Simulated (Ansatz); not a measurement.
**MgO: energy along a strain**

MgO, P6_3/mmc, a = 3.486 Å, c = 4.178 Å (as given, not relaxed at this level: -4.0 GPa). This isn't the usual stable structure of the compound. Ansatz: LDA, PAW, 420 eV, Γ-centred 6×6×6 mesh on 4 atoms, Gaussian smearing 0.05 eV; no spin polarisation. Cell vectors (Å): 3.486 0.000 0.000; -1.743 3.019 0.000; 0.000 0.000 4.178. The cell is strained by x per cent times the pattern (1 0 0 0 0 0) in the order xx yy zz yz xz xy (engineering shears), with fractional coordinates held. y is the free energy over the start, V0 = 10.995 Å³/atom.

| x (%) | y (meV/atom) |
| --- | --- |
| -2.00 | -2.08 |
| -1.50 | -2.22 |
| -1.00 | ? |
| -0.50 | -1.18 |
| 0.00 | 0.00 |
| 0.50 | 1.56 |
| 1.00 | 3.49 |
| 1.50 | 5.75 |
| 1.75 | 7.03 |
| 2.00 | 8.43 |

Q: Fit y = c1 x + c2 x² + c3 x³ to the other rows, get the stiffness along the pattern, and predict the missing energy.

A: Least squares on the rows shown. y = 2.715 x + 0.7903 x² − 0.02307 x³. The clamped-ion stiffness p·C·p = 2 × 7.903 eV × 160.2 / 10.995 Å³ = 230 GPa, which is C11 in these axes (second derivative at the start, which stands under stress). At x = -1.00 the fit asked for gives -1.90 meV/atom. The run gave -1.90 meV/atom, the same to the digits shown.

Cost: 10 runs of about 0.5 core-minutes in all, on AMD EPYC (Zen 3) (shared hosts).